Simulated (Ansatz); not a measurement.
**A log of run times: single point runs on H100 cards**

All times were clocked for whole runs of Ansatz 0.2.0, start-up included, one run at a time with no other job on the machine: a node with eight NVIDIA H100 80GB cards and 96 AMD EPYC 7R13 cores. Times and memory are rounded to two significant figures, and ratios are formed from the unrounded values. A row is a single run, so small differences between rows aren't established. System services beside the runs took up to 2 cores (rounded up). Precision is the program's default, which can work at lower precision in parts of a run. Card memory is the largest of readings taken every 0.4 s, so short peaks can be missed, and it isn't given for runs under about 3 s. It shows what a run took, which needn't be the least that it can run in: the program holds more work at once where threads and free memory allow.

| system | level | atoms | k mesh | symmetry operations used (translations within a supercell counted) | k points | plane waves at Γ | dense FFT grid | bands at the start | spin | occupations | typed settings | flags | threads | cards used | cutoff (eV) | SCF iterations | wall time | SCF clock | outside it | CPU time | host memory (GiB) | fullest card (GiB) | the cards share | remarks |
| --- | --- | --- | --- | --- | --- | --- | --- | --- | --- | --- | --- | --- | --- | --- | --- | --- | --- | --- | --- | --- | --- | --- | --- | --- |
| InP (F-43m) | PBE | 2 | 7×7×7 | 24 | 20 | 965 | 30×30×30 | 13 | none | fixed | forces; stress | --backend cuda --devices 1 | 48 | 1 | 420 | 7 | 1.7 s | 0.22 s | 1.5 s | 3.8 s | 1.1 |  |  |  |
| GaN (P6_3mc) | PBE | 4 | 8×8×5 | 12 | 30 | 917 | 24×24×36 | 22 | none | fixed | forces; stress | --backend cuda --devices 1 | 48 | 1 | 420 | 9 | 1.8 s | 0.27 s | 1.5 s | 4.8 s | 1.1 |  |  |  |
| BN (Fmm2) | PBE | 2 | 11×11×11 | 4 | 216 | 365 | 30×18×25 | 8 | none | fixed | forces; stress | --backend cuda --devices 1 | 48 | 1 | 420 | 8 | 1.9 s | 0.37 s | 1.5 s | 6.7 s | 1.1 |  |  |  |
| a 4×3×3 supercell of GaAs (F-43m), displaced | PBE | 72 | 2×2×2 | 1 | 8 | 33453 | 120×90×90 | 576 | none | fermi dirac 0.1 eV | forces | --backend cuda --devices 1 | 48 | 1 | 420 | 10 | 4.5 s | 2.6 s | 1.9 s | 25 s | 1.9 | 40 |  |  |
| a 3×3×4 supercell of SiO2 (I-42d), displaced | HSE06 | 216 | 1×1×1 | 1 | 1 | 63153 | 108×108×144 | 792 | none | fixed | forces | --backend cuda --devices 8 | 8×8 | 8 | 420 | 18 | 21 s | 12 s | 8.8 s | 94 s | 5.3 | 19 | exact-exchange builds alone (1.8 s of the SCF clock) | band table 2.0 s; exchange on 60×60×80 points |
| a 5×5×4 supercell of GaAs (F-43m), displaced | PBE | 200 | 2×2×2 | 1 | 8 | 92885 | 144×144×120 | 1600 | none | fermi dirac 0.1 eV | forces | --backend cuda --devices 1 | 48 | 1 | 420 | 10 | 23 s | 21 s | 2.2 s | 71 s | 3.4 | 76 |  | card 76 of 80 GiB; slots 8→2 |

The SCF clock is the program's own. It runs from the start of the first SCF loop to the final result and holds forces, stress, later SCFs and response steps. Outside it lie start-up, exit and the set-up ahead of the first loop, which depends on the cell and the method.

SCF iterations are those that the program logged, summed over all steps and exchange cycles of a run; an SCF made in search of a lower state can go uncounted. A hybrid's count includes the PBE SCF that it starts from. Runs at Γ alone can use real arithmetic, which is cheaper than at other k points.

«slots a→b»: to fit the memory the program cut the eigensolver solves (one k point and spin each) that it holds at once from a to b, which trades time for memory. «exchange on a×b×c points»: exact exchange forms its pair densities on this grid and not on the dense one, without the augmentation charges, which are treated apart. «band table a s»: behind the SCF the program solved its bands further for a band table, asked for or not, which took a s of the SCF clock (told where that is 5 % of it or more). «card a of b GiB» or «host a of b GiB»: the run took three quarters or more of a card's memory (or the program reckoned to fill 85 % of what was free), or 60 % or more of the host memory that it had. The program fits its work to the free memory, so such a run may be limited by memory even where its log doesn't say so. Rows whose remarks tell of memory aren't like for like with rows without. Of long logs only the start and the end were kept, so a limit that memory set in between can be missed. Threads written as a×b are a pools of b host workers, as the log lists them; the log's own count of threads can differ. Where the cards share the exact-exchange builds alone, the log names no other work as shared.

The rows are different systems and settings, so they are no series in one variable.

Displaced: atoms moved at random by about 0.04 Å along each cell vector.

All these runs read the PAW files of the folder soft_1, one of the program's own sets, generated with PBE, and start from superposed atoms.

Task: How long does this run take? system: a 6×6×5 supercell of Si (Fd-3m), displaced; level: HSE06; atoms: 360; k mesh: 1×1×1; symmetry operations used (translations within a supercell counted): 1; k points: 1; plane waves at Γ: 141841; dense FFT grid: 160×160×135; bands at the start: 1080; spin: none; occupations: fixed; typed settings: forces; flags: --backend cuda --devices 8; threads: 8×8; cards used: 8; cutoff (eV): 420.

Result: 48 s, in 30 SCF iterations, with 3.2 min of CPU time and 9.9 GiB of host memory, and 56 GiB on the fullest card. Of the wall time 37 s is on the SCF clock and 10 s outside. It made 2 exchange cycles. The cards share exact-exchange builds alone (3.6 s of the SCF clock), with 8 pools of 8 host workers by the log's list (its own count of threads can differ). The log names no other work as shared, so most of this run isn't spread over the cards. Remarks: band table 7.5 s; exchange on 80×80×72 points.
